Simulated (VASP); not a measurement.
# HgTe (Coloradoite) (F-43m) in VASP: a series of runs, part 2 of 2

VASP 6.6.1.

### 3 Relaxation of cell and atoms, r2SCAN

This run uses another cell than the first one, of 35.56 Å³/atom, 1.071 times its volume.

INCAR reads:

```
SYSTEM = HgTe
PREC = Accurate
ENCUT = 600
EDIFF = 1E-7
ISMEAR = 0
SIGMA = 0.03
LREAL = .False.
LASPH = .True.
NELM = 80
ALGO = Normal
ISIF = 3
LWAVE = .False.
LCHARG = .False.
METAGGA = R2SCAN
LMIXTAU = .True.
IBRION = 2
NSW = 90
EDIFFG = -0.005
```

KPOINTS reads:

```
regular mesh
0
Gamma
  10 10 10
  0 0 0
```

POSCAR reads:

```
HgTe                                    
1.0
    0.0000000000      3.2883500024      3.2883500024
    3.2883500024     -0.0000000000      3.2883500024
    3.2883500024      3.2883500024      0.0000000000
  Hg              Te            
     1     1
Direct
     0.0000000000000000    0.0000000000000000    0.0000000000000000
     0.2500000000000000    0.2500000000000000    0.2500000000000000
```

Potentials or basis: VASP PAW PBE potentials, release 64 (Hg, Te).

On the command line:

```sh
cat potpaw_PBE.64/Hg/POTCAR potpaw_PBE.64/Te/POTCAR > POTCAR
mpirun -np 1 vasp_std > vasp.out
```

Run time: 4.9 min. Hardware: 1 thread of AMD EPYC 7R13 (Zen 3), shared host; peak memory 0.26 GiB.

The run converged. Its results:

* Free energy: -75.1644 eV
* Pressure after relaxing: 0.0 GPa
* Band gap on the k mesh: none (metal or under the smearing width)

Final structure:
```
Hg Te
1.0
     0.00000    3.28835    3.28835
     3.28835    0.00000    3.28835
     3.28835    3.28835    0.00000
Hg Te
1 1
Direct
  0.00000 0.00000 0.00000
  0.25000 0.25000 0.25000
```

Levels at points of the mesh, in eV from the Fermi level:
```
           k point  band 5  band 6  band 7  band 8  band 9  band 10  band 11  band 12  band 13
(0.00, 0.00, 0.00)   -6.84   -6.84   -0.56   -0.01   -0.01    -0.01     4.65     4.65     4.65
(0.50, 0.00, 0.00)   -6.83   -6.56   -5.31   -0.93   -0.93     0.93     5.42     5.42     7.14
(0.50, 0.50, 0.00)   -6.79   -6.42   -5.30   -2.14   -2.14     2.09     2.86     8.49     9.22
```

Caveat: the relaxation stopped at its first step, so nothing moved; the PAW data sets were made with another functional, which shifts forces and pressure a little. The run has no spin-orbit coupling, so splittings on Hg, Te are missing.

### 4 Relaxation of cell and atoms, PBEsol

INCAR reads:

```
PREC = Accurate
ENCUT = 600
EDIFF = 1E-6
ISMEAR = 0
SIGMA = 0.03
LREAL = False
LASPH = True
NELM = 80
ALGO = Normal
ISIF = 3
LWAVE = False
LCHARG = False
GGA = PS
IBRION = 2
NSW = 90
EDIFFG = -0.01
KPAR = 4
```

KPOINTS reads:

```
Automatic mesh
0
Gamma
  10 10 10
```

POSCAR reads:

```
HgTe
1.0
    0.0000000000      3.2145000000      3.2145000000
    3.2145000000      0.0000000000      3.2145000000
    3.2145000000      3.2145000000      0.0000000000
Hg Te
1 1
Direct
    0.0000000000      0.0000000000      0.0000000000
    0.2500000000      0.2500000000      0.2500000000
```

On the command line:

```sh
cat potpaw_PBE.64/Hg/POTCAR potpaw_PBE.64/Te/POTCAR > POTCAR
mpirun -np 4 vasp_std > vasp.out
```

Run time: 37 s. Hardware: 4 MPI ranks of AMD EPYC 7R13 (Zen 3), shared host; peak memory 0.23 GiB.

Results (log left out):

```yaml
Free_energy: -4.3765 eV
Relaxed_volume: 34.58 Å³/atom
Relaxed_cell: a = 4.608 Å, b = 4.608 Å, c = 4.608 Å, α = 60.00°, β = 60.00°, γ = 60.00°
Space_group_after_relaxing_to_0.05_Å: F-43m (No. 216)
Energy_gained_by_relaxing: 7.7 meV/atom
Ionic_steps: 3
Pressure_after_relaxing: 0.0 GPa
Band_gap_on_the_k_mesh: none (metal or under the smearing width)
```

Step by step:
```tsv
step	energy change (eV)	largest force (eV/Å)	pressure (GPa)	volume (Å³)
1	0.0000	0.0000	1.88	66.43
2	-0.0133	0.0000	-0.63	70.26
3	-0.0155	0.0000	0.00	69.17
```

Final structure:
```cif
data_structure
_symmetry_space_group_name_H-M 'P 1'
_symmetry_Int_Tables_number 1
_cell_length_a 4.6075
_cell_length_b 4.6075
_cell_length_c 4.6075
_cell_angle_alpha 60.000
_cell_angle_beta 60.000
_cell_angle_gamma 60.000
_cell_volume 69.17
loop_
_atom_site_label
_atom_site_type_symbol
_atom_site_fract_x
_atom_site_fract_y
_atom_site_fract_z
_atom_site_occupancy
Hg1 Hg 0.00000 0.00000 0.00000 1
Te1 Te 0.25000 0.25000 0.25000 1
```

Levels at points of the mesh, in eV from the Fermi level:
```csv
k point,band 5,band 6,band 7,band 8,band 9,band 10,band 11,band 12,band 13
"(0.00, 0.00, 0.00)",-6.71,-6.71,-0.87,-0.01,-0.01,-0.01,4.21,4.21,4.21
"(0.50, 0.00, 0.00)",-6.69,-6.42,-5.39,-0.96,-0.96,0.63,4.99,4.99,6.72
"(0.50, 0.50, 0.00)",-6.65,-6.29,-5.35,-2.20,-2.20,1.84,2.43,8.00,8.71
```

Caveat: the PAW data sets were made with another functional, which shifts forces and pressure a little. Zero-point motion and thermal expansion aren't in these numbers.

### 5 Relaxation of cell and atoms, HSE06

This run uses another cell than the first one, of 34.58 Å³/atom, 1.041 times its volume.

POSCAR reads:

```
HgTe                                    
1.0
    0.0000000000      3.2580088206      3.2580088206
    3.2580088206      0.0000000000      3.2580088206
    3.2580088206      3.2580088206      0.0000000000
  Hg              Te            
     1     1
Direct
     0.0000000000000000    0.0000000000000000    0.0000000000000000
     0.2500000000000000    0.2500000000000000    0.2500000000000000
```

INCAR.step1 reads:

```
PREC = Accurate
ENCUT = 520
EDIFF = 1E-5
ISMEAR = 0
SIGMA = 0.03
LREAL = False
LASPH = True
NELM = 80
ALGO = Normal
LWAVE = True
LCHARG = False
KPAR = 4
GGA = PE
```

INCAR.step2 reads:

```
PREC = Accurate
ENCUT = 520
EDIFF = 1E-6
ISMEAR = 0
SIGMA = 0.03
LREAL = False
LASPH = True
NELM = 80
ALGO = Normal
ISIF = 3
LWAVE = False
LCHARG = False
GGA = PE
LHFCALC = True
HFSCREEN = 0.2
PRECFOCK = Fast
IBRION = 2
NSW = 25
EDIFFG = -0.01
KPAR = 4
ISTART = 1
```

KPOINTS reads:

```
Automatic mesh
0
Gamma
  6 6 6
```

On the command line:

```sh
cat potpaw_PBE.64/Hg/POTCAR potpaw_PBE.64/Te/POTCAR > POTCAR
cp INCAR.step1 INCAR
mpirun -np 4 vasp_std > vasp.out
cp INCAR.step2 INCAR
mpirun -np 4 vasp_std > vasp.out
```

Wall time 20 min (4 MPI ranks of AMD EPYC 7R13 (Zen 3), shared host); peak memory 0.32 GiB.

The run converged. Its results:

```
Free energy                            : -4.7557 eV
Relaxed volume                         : 35.35 Å³/atom
Relaxed cell                           : a = 4.641 Å, b = 4.641 Å, c = 4.641 Å, α = 60.00°, β = 60.00°, γ = 60.00°
Space group after relaxing (to 0.05 Å) : F-43m (No. 216)
Energy gained by relaxing              : 2.2 meV/atom
Ionic steps                            : 3
Pressure after relaxing                : 0.0 GPa
Band gap on the k mesh                 : none (metal or under the smearing width)
```

Step by step:
```tsv
step	energy change (eV)	largest force (eV/Å)	pressure (GPa)	volume (Å³)
1	0.0000	0.0000	0.92	69.17
2	-0.0039	0.0000	-0.27	71.17
3	-0.0044	0.0000	-0.02	70.70
```

Final structure:
```yaml
crystal:
  lattice:
    - [0.00000, 3.28188, 3.28188]
    - [3.28188, 0.00000, 3.28188]
    - [3.28188, 3.28188, 0.00000]
  atoms:
    - { symbol: Hg, position: [0.00000, 0.00000, 0.00000] }
    - { symbol: Te, position: [0.25000, 0.25000, 0.25000] }
```

Levels at points of the mesh, in eV from the Fermi level:
| k point | band 6 | band 7 | band 8 | band 9 | band 10 | band 11 | band 12 | band 13 |
| --- | --- | --- | --- | --- | --- | --- | --- | --- |
| (0.00, 0.00, 0.00) | -7.73 | -0.23 | -0.01 | -0.01 | -0.01 | 5.08 | 5.08 | 5.08 |
| (0.50, 0.00, 0.00) | -7.40 | -5.59 | -0.99 | -0.99 | 1.35 | 5.88 | 5.88 | 7.71 |
| (0.50, 0.50, 0.00) | -7.25 | -5.60 | -2.27 | -2.27 | 2.60 | 3.21 | 9.07 | 9.83 |

Caveat: the PAW data sets were made with another functional, which shifts forces and pressure a little.

### 6 Relaxation of cell and atoms, PBEsol

INCAR reads:

```
  PREC = Accurate
  ENCUT = 600
  EDIFF = 1E-6
  ISMEAR = 0
  SIGMA = 0.03
  LREAL = F
  LASPH = T
  NELM = 80
  ALGO = Normal
  ISIF = 3
  LWAVE = F
  LCHARG = F
  GGA = PS
  IBRION = 2
  NSW = 90
  EDIFFG = -0.01
  KPAR = 4
```

KPOINTS reads:

```
Automatic mesh
0
Gamma
  10 10 10
```

POSCAR reads:

```
HgTe
1.0
    0.0000000000      3.2145000000      3.2145000000
    3.2145000000      0.0000000000      3.2145000000
    3.2145000000      3.2145000000      0.0000000000
Hg Te
1 1
Direct
    0.0000000000      0.0000000000      0.0000000000
    0.2500000000      0.2500000000      0.2500000000
```

Potentials or basis: VASP PAW PBE potentials, release 64 (Hg, Te).

On the command line:

```sh
cat potpaw_PBE.64/Hg/POTCAR potpaw_PBE.64/Te/POTCAR > POTCAR
mpirun -np 4 vasp_std > vasp.out
```

It took 32 s on 4 MPI ranks of Intel Xeon Platinum 8259CL at 2.50GHz (Skylake/Cascade Lake), shared host; peak memory 0.25 GiB.

Results (log left out):

```yaml
Free_energy: -4.3765 eV
Relaxed_volume: 34.58 Å³/atom
Relaxed_cell: a = 4.608 Å, b = 4.608 Å, c = 4.608 Å, α = 60.00°, β = 60.00°, γ = 60.00°
Space_group_after_relaxing_to_0.05_Å: F-43m (No. 216)
Energy_gained_by_relaxing: 7.7 meV/atom
Ionic_steps: 3
Pressure_after_relaxing: 0.0 GPa
Band_gap_on_the_k_mesh: none (metal or under the smearing width)
```

Step by step:
```tsv
step	energy change (eV)	largest force (eV/Å)	pressure (GPa)	volume (Å³)
1	0.0000	0.0000	1.88	66.43
2	-0.0133	0.0000	-0.63	70.26
3	-0.0155	0.0000	0.00	69.17
```

Final structure:
```
Hg Te
1.0
     0.00000    3.25801    3.25801
     3.25801    0.00000    3.25801
     3.25801    3.25801    0.00000
Hg Te
1 1
Direct
  0.00000 0.00000 0.00000
  0.25000 0.25000 0.25000
```

Levels at points of the mesh, in eV from the Fermi level:
```
           k point  band 7  band 8  band 9  band 10  band 11  band 12
(0.00, 0.00, 0.00)   -0.87   -0.01   -0.01    -0.01     4.21     4.21
(0.50, 0.00, 0.00)   -5.39   -0.96   -0.96     0.63     4.99     4.99
(0.50, 0.50, 0.00)   -5.35   -2.20   -2.20     1.84     2.43     8.00
```

Caveat: the PAW data sets were made with another functional, which shifts forces and pressure a little.

### 7 The runs side by side

```tsv
level	k mesh	cutoff (eV)	grid for exact exchange (PRECFOCK)	screening parameter	gap on the mesh (eV)	pressure (GPa)	relaxed volume (Å³/atom)
r2SCAN	10 × 10 × 10	600	-	-	none	0.0	-
PBEsol	10 × 10 × 10	600	-	-	none	0.0	34.58
HSE06	6 × 6 × 6	520	Fast	0.2 1/A	none	0.0	35.35
```

Alike in all rows: task relaxation of cell and atoms; potentials or basis VASP PAW PBE potentials, release 64 (Hg, Te); no spin polarisation; cell relaxed; smearing gaussian 0.03 eV.

Caveats: the PAW data sets were made with another functional, which shifts forces and pressure a little; the relaxation stopped at its first step, so nothing moved (some runs).

Absolute energies hang on the potentials; compare differences alone.
